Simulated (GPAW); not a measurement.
# Fe (Im-3m) in GPAW: settings compared

The runs below take Fe through single point, electron localisation function, with PBE, vdW-DF2.

All numbers are computed with GPAW 26.7.0; they aren't measurements. Logs are shortened: lines on timing, memory, paths and dates and some standing lists are left out, and cuts for length are marked. The log counts tension as positive stress, the text compression.

### 1 The structure

Symmetry: Im-3m, No. 229, cubic system. Conventional cell: a = 2.886 Å, b = 2.886 Å, c = 2.886 Å, α = 90.00°, β = 90.00°, γ = 90.00°. Around Fe (site symmetry m-3m) lie 8 Fe at 2.50 Å.

### 2 Single point, PBE, collinear spin, ferromagnetic start

The input, Fe.cif:

```cif
data_Fe
_cell_length_a 2.49934932
_cell_length_b 2.49934932
_cell_length_c 2.49934932
_cell_angle_alpha 109.47122063
_cell_angle_beta 109.47122063
_cell_angle_gamma 109.47122063
_space_group_name_H-M_alt 'P1'
_space_group_name_Hall 'P 1'
_space_group_IT_number 1
loop_
_space_group_symop_operation_xyz
'x,y,z'
loop_
_atom_site_label
_atom_site_type_symbol
_atom_site_symmetry_multiplicity
_atom_site_Wyckoff_symbol
_atom_site_fract_x
_atom_site_fract_y
_atom_site_fract_z
_atom_site_occupancy
Fe1 Fe 1 a 0.0000000000 0.0000000000 0.0000000000 1
```

Potentials or basis: GPAW PAW data sets (gpaw-data 1.2.1), pw.

Command:

```
$ OMP_NUM_THREADS=1 gpaw run Fe.cif -p 'mode=PW(600),xc=PBE,kpts={size:(13,13,13),gamma:True},occupations={name:fermi-dirac,width:0.05},nbands=12,convergence={density:1e-05,energy:1e-05},maxiter=150,txt=gpaw.txt' --properties efsMm -w gs.gpw --modify 'atoms.set_initial_magnetic_moments([3.0])'
```

What it wrote:

```text
__  _  _
 | _ |_)|_||  |
 |__||  | ||/\| - 26.7.0

Input parameters:
  mode=PW(ecut=600.0),
  convergence={'density': 1e-05, 'energy': 1e-05},
  kpts=MonkhorstPack(size=[13, 13, 13], gamma=True),
  maxiter=150,
  nbands=12,
  occupations=Occupations(name='fermi-dirac', width=0.05),
  xc=XC(name='PBE')

Diagonalizing LCAO Hamiltonian
Converting LCAO to pw mode

       Fe

Atoms  # Å, Bohr magnetons
|   | symbol |        x |        y |        z |    initial magnetic moments |
|---|--------|----------|----------|----------|-----------------------------|
| 0 |     Fe | 0.000000 | 0.000000 | 0.000000 | ( 0.0000,  0.0000,  3.0000) |

Unit cell  # Å
| periodic |         x |         y |        z |  lengths |     angles |
|----------|-----------|-----------|----------|----------|------------|
|      yes |  2.499349 |  0.000000 | 0.000000 | 2.499349 | 109.471221 |
|      yes | -0.833116 |  2.356409 | 0.000000 | 2.499349 | 109.471221 |
|      yes | -0.833116 | -1.178205 | 2.040710 | 2.499349 | 109.471221 |

Number of symmetries: 48
Symmetry operations  # r_c * U_cc + t_c -> r_c
|    | kind |            matrix            |
|----|------|------------------------------|
|  0 |  σ   |  1, 1, 1,  0, 0,-1,  0,-1, 0 |
|  1 |  C4  |  1, 1, 1,  0, 0,-1, -1, 0, 0 |
|  2 |  C2  |  1, 1, 1,  0,-1, 0,  0, 0,-1 |
|  3 |  S6  |  1, 1, 1,  0,-1, 0, -1, 0, 0 |
|  4 |  S6  |  1, 1, 1, -1, 0, 0,  0, 0,-1 |
|  5 |  C4  |  1, 1, 1, -1, 0, 0,  0,-1, 0 |
|  6 |  E   |  1, 0, 0,  0, 1, 0,  0, 0, 1 |
|  7 |  σ   |  1, 0, 0,  0, 1, 0, -1,-1,-1 |
|  8 |  σ   |  1, 0, 0,  0, 0, 1,  0, 1, 0 |
|  9 |  C3  |  1, 0, 0,  0, 0, 1, -1,-1,-1 |
| 10 |  C3  |  1, 0, 0, -1,-1,-1,  0, 1, 0 |
| 11 |  σ   |  1, 0, 0, -1,-1,-1,  0, 0, 1 |
| 12 |  σ   |  0, 1, 0,  1, 0, 0,  0, 0, 1 |
| 13 |  C2  |  0, 1, 0,  1, 0, 0, -1,-1,-1 |
| 14 |  C3  |  0, 1, 0,  0, 0, 1,  1, 0, 0 |
| 15 |  S4  |  0, 1, 0,  0, 0, 1, -1,-1,-1 |
| 16 |  S4  |  0, 1, 0, -1,-1,-1,  1, 0, 0 |
| 17 |  C3  |  0, 1, 0, -1,-1,-1,  0, 0, 1 |
| 18 |  C3  |  0, 0, 1,  1, 0, 0,  0, 1, 0 |
| 19 |  S4  |  0, 0, 1,  1, 0, 0, -1,-1,-1 |
| 20 |  σ   |  0, 0, 1,  0, 1, 0,  1, 0, 0 |
| 21 |  C3  |  0, 0, 1,  0, 1, 0, -1,-1,-1 |
| 22 |  C2  |  0, 0, 1, -1,-1,-1,  1, 0, 0 |
| 23 |  S4  |  0, 0, 1, -1,-1,-1,  0, 1, 0 |
| 24 |  C4  |  0, 0,-1,  1, 1, 1,  0,-1, 0 |
| 25 |  σ   |  0, 0,-1,  1, 1, 1, -1, 0, 0 |
| 26 |  S6  |  0, 0,-1,  0,-1, 0,  1, 1, 1 |
| 27 |  C2  |  0, 0,-1,  0,-1, 0, -1, 0, 0 |
| 28 |  C4  |  0, 0,-1, -1, 0, 0,  1, 1, 1 |
| 29 |  S6  |  0, 0,-1, -1, 0, 0,  0,-1, 0 |
| 30 |  S6  |  0,-1, 0,  1, 1, 1,  0, 0,-1 |
| 31 |  C4  |  0,-1, 0,  1, 1, 1, -1, 0, 0 |
| 32 |  C4  |  0,-1, 0,  0, 0,-1,  1, 1, 1 |
| 33 |  S6  |  0,-1, 0,  0, 0,-1, -1, 0, 0 |
| 34 |  σ   |  0,-1, 0, -1, 0, 0,  1, 1, 1 |
| 35 |  C2  |  0,-1, 0, -1, 0, 0,  0, 0,-1 |
| 36 |  C2  | -1, 0, 0,  1, 1, 1,  0, 0,-1 |
| 37 |  S6  | -1, 0, 0,  1, 1, 1,  0,-1, 0 |
| 38 |  S6  | -1, 0, 0,  0, 0,-1,  1, 1, 1 |
| 39 |  C2  | -1, 0, 0,  0, 0,-1,  0,-1, 0 |
| 40 |  C2  | -1, 0, 0,  0,-1, 0,  1, 1, 1 |
| 41 |  i   | -1, 0, 0,  0,-1, 0,  0, 0,-1 |
| 42 |  S4  | -1,-1,-1,  1, 0, 0,  0, 1, 0 |
| 43 |  C3  | -1,-1,-1,  1, 0, 0,  0, 0, 1 |
| 44 |  C3  | -1,-1,-1,  0, 1, 0,  1, 0, 0 |
| 45 |  σ   | -1,-1,-1,  0, 1, 0,  0, 0, 1 |
| 46 |  S4  | -1,-1,-1,  0, 0, 1,  1, 0, 0 |
| 47 |  C2  | -1,-1,-1,  0, 0, 1,  0, 1, 0 |

BZ-sampling:
  Number of BZ points: 2197
  Number of IBZ points: 84

  Monkhorst-Pack size: [13, 13, 13]
  Monkhorst-Pack shift: [0, 0, 0]

K-points  # in reciprocal-cell coordinates
|     |                                coordinates |     weight |
|-----|--------------------------------------------|------------|
|   0 | (  0.00000000,   0.00000000,   0.00000000) | 0.00045517 |
|   1 | (  0.07692308,   0.00000000,   0.00000000) | 0.00546199 |
|   2 | (  0.07692308,   0.07692308,  -0.07692308) | 0.00273100 |
|   3 | (  0.15384615,   0.00000000,  -0.07692308) | 0.01092399 |
|   4 | (  0.15384615,   0.00000000,   0.00000000) | 0.00546199 |
|   5 | (  0.15384615,   0.07692308,  -0.07692308) | 0.01092399 |
|   6 | (  0.15384615,   0.15384615,  -0.15384615) | 0.00273100 |
|   7 | (  0.23076923,  -0.07692308,  -0.07692308) | 0.00364133 |
|   8 | (  0.23076923,   0.00000000,  -0.07692308) | 0.02184797 |
|   9 | (  0.23076923,   0.00000000,   0.00000000) | 0.00546199 |
| ... |                                            |            |
|  83 | (  0.46153846,   0.46153846,   0.46153846) | 0.00364133 |

Plane wave coefficients: 415
Cutoff: 600.0 eV

Spin-components: 2 (collinear spins)
Bands:           12
Projectors:      6
Spin-degeneracy: 1
Datatype:        complex128

Density:
  Valence electrons: 8.0
  Components: 2
  Grid points: [15 15 15]
  Charge: 0.0  # |e|

Potential:
  Grid points: [15 15 15]

species:
  Fe:
    name:    Iron
    Z:       26.0
    valence: 8
    core:    18
    charge:  0.0  # [|e|]
    compensation charges:
      type: gauss
      rc: 0.33  # [Å]
      lmax: 2
    cutoffs:
      filter: 2.06  # [Å]
      core: 2.67  # [Å]
    projectors
    | kind |    occ | energy [eV] | rcut [Å] |
    |------|--------|-------------|----------|
    |   4s |  2.000 |      -5.291 |    1.164 |
    |   4p |  0.000 |      -1.326 |    1.058 |
    |   3d |  6.000 |      -7.505 |    1.058 |
    |    s |        |      21.920 |    1.164 |
    |    p |        |      25.885 |    1.058 |
    |    d |        |      19.706 |    1.058 |

    Using partial waves for Fe as LCAO basis

Reference energy: -34619.454600  # eV

eigensolver:
  PPCG
  Converge bands: occupied
  niter=2

density mixing:
  MSR1-Mixer
  Pratt-step length: 0.05
  Maximum mixing coefficient: 0.75
  Old densities: 10
  SVD Regularization: 0.005
  Good broyden scale: 1.0
  Trust region scale: 1.0
  Backstep threshold: 4.0
  History deletion threshold: 6.0
  Fourier metric: weight=20.0, sigma=0.015

occupation numbers:
  Fermi-Dirac:
    width: 0.0500  # eV

poisson solver:
  ecut: 4800.0  # eV

xc functional:
  name: PBE with 2 nearest neighbor stencil

convergence criteria:
- Maximum integral of absolute [dens]ity change: 1e-05 electrons / valence electron
- Maximum [total energy] change in last 3 cyles: 1e-05 eV / valence electron
- Maximum integral of absolute [eigenst]ate change: 4e-08 eV^2 / valence electron
maximum number of iterations: 150

SCF iterations
|iter     | |      energy | eigst |  dens |  magmom |
|---------|-|-------------|-------|-------|---------|
|iter:   1| |   -8.890117 | +0.07 |       |  +3.0053|
|iter:   2| |   -8.889884 | -2.16 | -1.01 |  +2.9812|
|iter:   3| |   -8.943046 | -2.49 | -1.05 |  +2.7776|
|iter:   4| |   -8.975154 | -3.22 | -1.34 |  +2.6583|
|iter:   5| |   -9.003045 | -2.89 | -1.47 |  +2.4429|
|iter:   6| |   -9.006842 | -4.33 | -1.90 |  +2.3450|
|iter:   7| |   -9.008009 | -4.00 | -2.11 |  +2.2604|
|iter:   8| |   -9.008157 | -4.89 | -2.50 |  +2.2339|
|iter:   9| |   -9.008229 | -5.33 | -2.82 |  +2.2419|
|iter:  10| |   -9.008231c| -6.58 | -3.44 |  +2.2458|
|iter:  11| |   -9.008231c| -8.17c| -4.17 |  +2.2461|
|iter:  12| |   -9.008231c| -7.80c| -4.75 |  +2.2462|
|iter:  13| |   -9.008231c| -9.14c| -6.02c|  +2.2462|

Converged in 13 steps
Energy contributions relative to reference atoms: (reference = -34619.454600)

Energy contributions:
  Kinetic:           5.648279
  Coulomb:          -4.830302
  Zero:              0.064168
  External:          0.000000
  Xc:               -9.885405
  Entropy:          -0.009943
  Spinorbit:         0.000000
  ----------------------------
  Free energy:      -9.013203
  Extrapolated:     -9.008231

dipole moment: (-2.039908, -2.884866, -4.996735)  # |e|*Ang

Total magnetic moment: (0.000000, 0.000000, 2.246244)

Local magnetic moments
|        x |        y |        z |
|----------|----------|----------|
| 0.000000 | 0.000000 | 2.292992 |  # Fe   0

Fermi level: 9.311
Eigenvalues  # (at kpt = [0.000, 0.000, 0.000])
| band index |      eig [eV] | occ [0-1] |      eig [eV] | occ [0-1] |
|------------|---------------|-----------|---------------|-----------|
|          0 |         1.124 |     1.000 |         1.252 |     1.000 |
|          1 |         7.134 |     1.000 |         9.111 |     0.982 |
|          2 |         7.134 |     1.000 |         9.111 |     0.982 |
|          3 |         7.134 |     1.000 |         9.111 |     0.982 |
|          4 |         8.235 |     1.000 |        11.058 |     0.000 |
|          5 |         8.235 |     1.000 |        11.058 |     0.000 |
|          6 |        33.714 |     0.000 |        33.360 |     0.000 |
|          7 |        33.714 |     0.000 |        33.360 |     0.000 |
|          8 |        33.714 |     0.000 |        33.360 |     0.000 |
|          9 |        34.870 |     0.000 |        36.593 |     0.000 |
|         10 |        34.870 |     0.000 |        36.598 |     0.000 |
|         11 |        34.870 |     0.000 |        38.079 |     0.000 |

No gap
No difference between direct/indirect transitions

Forces  # eV/Ang
|       x |       y |        z |
|---------|---------|----------|
| 0.00000 | 0.00000 | -0.00000 |  # Fe   0

Stress tensor  # eV/Ang^3
|         x |         y |         z |
|-----------|-----------|-----------|
|  0.049712 | -0.000000 | -0.000000 |
| -0.000000 |  0.049712 | -0.000000 |
| -0.000000 | -0.000000 |  0.049712 |

# Writing to gs.gpw (mode='')
```

Wall time 18 s (1 thread of Arm Neoverse V2, shared host); peak memory 0.14 GiB.

Results:

| Item | Value |
| --- | --- |
| Free energy | -9.0132 eV |
| Pressure | -8.0 GPa |
| Band gap on the k mesh | none (metal or under the smearing width) |
| Net moment | 2.25 μB per cell |
| Site moments | Fe +2.29 μB |

### 3 Electron localisation function, vdW-DF2, collinear spin, ferromagnetic start

The input, run.py:

```python
from ase.dft.bandgap import bandgap
from ase.io import write
from ase.spacegroup import crystal
from ase.units import Bohr
from gpaw import GPAW, PW
from gpaw.elf import elf_from_dft_calculation

# Fe 2a
atoms = crystal(['Fe'],
                basis=[[0.0, 0.0, 0.0]],
                spacegroup=229, setting=1,  # Im-3m
                cellpar=[2.886, 2.886, 2.886, 90.0, 90.0, 90.0],
                primitive_cell=True)
atoms.set_initial_magnetic_moments([3.0])

calc = GPAW(mode=PW(600),
            xc={'name': 'vdW-DF2', 'backend': 'libvdwxc'},
            kpts={'size': (13, 13, 13), 'gamma': True},
            occupations={'name': 'fermi-dirac', 'width': 0.05},
            nbands=12,
            convergence={'density': 1e-05, 'energy': 1e-05},
            symmetry={'time_reversal': False},
            maxiter=80,
            txt='gpaw.txt')
atoms.calc = calc
energy = atoms.get_potential_energy()
forces = atoms.get_forces()
calc.write('gs.gpw')
write('result.traj', atoms)
print(f'Energy: {energy:.6f} eV')
print('Forces (eV/A):')
print(forces.round(4))
print('Moments:', calc.get_magnetic_moments().round(3))
print('Fermi level:', round(calc.get_fermi_level(), 4), 'eV')
print(f'Gap: {bandgap(calc)[0]:.4f} eV, direct: {bandgap(calc, direct=True)[0]:.4f} eV')

# fields on the real-space grid
write('density.cube', atoms, data=calc.get_pseudo_density() * Bohr**3)
write('potential.cube', atoms, data=calc.get_electrostatic_potential())
write('spin.cube', atoms, data=(calc.get_pseudo_density(spin=0) - calc.get_pseudo_density(spin=1)) * Bohr**3)
write('elf.cube', atoms, data=elf_from_dft_calculation(calc).data)
```

Potentials or basis: GPAW PAW data sets (gpaw-data 1.2.1), pw.

Command:

```
$ OMP_NUM_THREADS=1 python run.py
```

Run time: 23 s. Hardware: 1 thread of Arm Neoverse V1, shared host; peak memory 0.15 GiB.

Results (log left out):

| Item | Value |
| --- | --- |
| Free energy | -61.7904 eV |
| Band gap on the k mesh | none (metal or under the smearing width) |
| Net moment | 2.11 μB per cell |
| Site moments | Fe +2.16 μB |

Levels at points of the mesh, in eV from the Fermi level:
Spin up:
```csv
k point,band 3,band 4,band 5,band 6,band 7,band 8
"(0.00, 0.00, 0.00)",-2.10,-2.10,-1.04,-1.04,24.87,24.87
```
Spin down:
| k point | band 1 | band 2 | band 3 | band 4 | band 5 | band 6 |
| --- | --- | --- | --- | --- | --- | --- |
| (0.00, 0.00, 0.00) | -7.95 | -0.49 | -0.49 | -0.49 | 1.54 | 1.54 |

Caveat: the PAW data sets were made with another functional, which shifts forces and pressure a little.
